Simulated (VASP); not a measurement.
Runs of VASP 6.6.1 on SrO. It takes space group Fm-3m (No. 225, cubic). Conventional cell: a = 5.133 Å, b = 5.133 Å, c = 5.133 Å, α = 90.00°, β = 90.00°, γ = 90.00°. Sr (site symmetry m-3m) is surrounded by 6 O at 2.57 Å. Around O (site symmetry m-3m) lie 6 Sr at 2.57 Å. 

```csv
task,level,spin,screening parameter,exchange at q = 0,gap on the mesh (eV),pressure (GPa)
band structure,HSE06,off,0.2 1/A,-,4.76,1.7
band structure,HSE03,off,-,-,(a),1.8
single point,HSE06,"SOC, no magnetisation",0.2 1/A,-,-,1.7
band structure,PBE0,off,-,truncated,5.47,1.7
```

Alike in all rows: potentials or basis VASP PAW PBE potentials, release 64 (Sr_sv, O); cell as given; k mesh 6 × 6 × 6; cutoff (eV) 520; smearing gaussian 0.02 eV.

Fill in the values left out.

(a) 4.49.

Caveats: the PAW data sets were made with another functional, which shifts forces and pressure a little.

A k mesh can miss the band edges, and rows without SOC leave out spin-orbit coupling on Sr.
